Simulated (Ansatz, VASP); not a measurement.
# Rb: VASP beside Ansatz

```
Rb
1.0
     0.00000    4.91080    4.91080
     4.91080    0.00000    4.91080
     4.91080    4.91080    0.00000
Rb
2
Direct
  0.87500 0.87500 0.87500
  0.12500 0.12500 0.12500
```

Change from the starting cell: volume scaled by 1, crystal datasets.

Alike in both runs: task single point; functional LDA; k mesh 7 × 7 × 7; occupations fermi-dirac, width 0.08 eV; no spin polarisation.

|  | VASP | Ansatz |
| --- | --- | --- |
| version | VASP 6.6.1 | Ansatz 0.2.0 |
| potentials or method | VASP PAW LDA potentials, release 64 (Rb_sv), cutoff 520 eV | all-electron PAW with datasets made for the crystal, scalar-relativistic |

|  | VASP | Ansatz | Ansatz less VASP |
| --- | --- | --- | --- |
| pressure (GPa) | 0.0 | 0.0 | 0.00 |

Ansatz ran all-electron here, so the differences hold the error of VASP's frozen core and of both bases.
